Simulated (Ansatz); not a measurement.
A 6-atom cell of TiO2 built on tetragonal HfO2 (relaxed group P4_2/nmc), relaxed with r2SCAN. Space group P4_2/nmc (No. 137), tetragonal; conventional cell a = 3.367 Å, c = 5.205 Å, 9.84 Å³ an atom. Ti has 8 O at 1.88–2.43 Å; O has 4 Ti at 1.88–2.43 Å.

```
CELL_PARAMETERS angstrom
3.36715 0.00000 0.00000
0.00000 3.36715 0.00000
0.00000 0.00000 5.20517
ATOMIC_POSITIONS crystal
Ti 0.50000 0.50000 0.50000
Ti 0.00000 0.00000 0.00000
O 0.00000 0.50000 0.66264
O 0.50000 0.00000 0.83736
O 0.50000 0.00000 0.33736
O 0.00000 0.50000 0.16264
```

The questions ask for values computed with the plane-wave code Ansatz on this geometry. These are computed values for a spin-unpolarised cell that may be hypothetical; none is a measurement.

Given (8×8×6 mesh): With r2SCAN the valence top lies at Z and the conduction bottom at Γ, 2.94 eV higher; the smallest vertical gap, at Γ, is 2.97 eV.

Task: Estimate the gap with HSE06 on 4×4×4.

Result: With HSE06 the valence top lies at Γ–Z (0.96 of the way from Γ) and the conduction bottom at Γ, 4.06 eV higher; the smallest vertical gap, at Γ, is 4.10 eV. The gap differs by +1.12 eV from r2SCAN's.

Task: Estimate the gap with PBE0 on 4×4×4.

Result: PBE0 gives an indirect gap of 4.81 eV, from Z to Γ; the least direct gap is 4.85 eV at Γ. The gap differs by +1.87 eV from r2SCAN's.

Task: What are ε∞ and the Born charges with r2SCAN?

Result: The electronic dielectric tensor ε∞ is 7.82 along x and y, 5.62 along z. Born charges, averaged over directions: Ti +5.92, O -2.96 e. The program notes that the ground state's band table doesn't vouch for all the bands that the response reads.

Task: Relaxed again with PBEsol, is the cell stable at the zone centre, and where do its optical modes lie?

Result: One optical level at Γ is imaginary (99i cm⁻¹, printed negative). By the program's warning the force constants, and with them frequencies and ε⁰, aren't converged on this mesh, so whether the cell is unstable needs a finer one.

Task: What do these levels agree on?

Result: Direct and least gap lie within 0.04 eV at some levels, so the kind of gap isn't settled.

Where an edge lies off the special points, it is a point of the mesh or the k point where a search put PBE's edge or least direct gap, reused for the other functionals, whose own edges may lie a little apart.

The meshes of the hybrids are coarse, so their gaps aren't converged to the digits shown.

PBE's own run along the path (2.54 eV) came before the search for the edges and missed one, so it isn't listed.
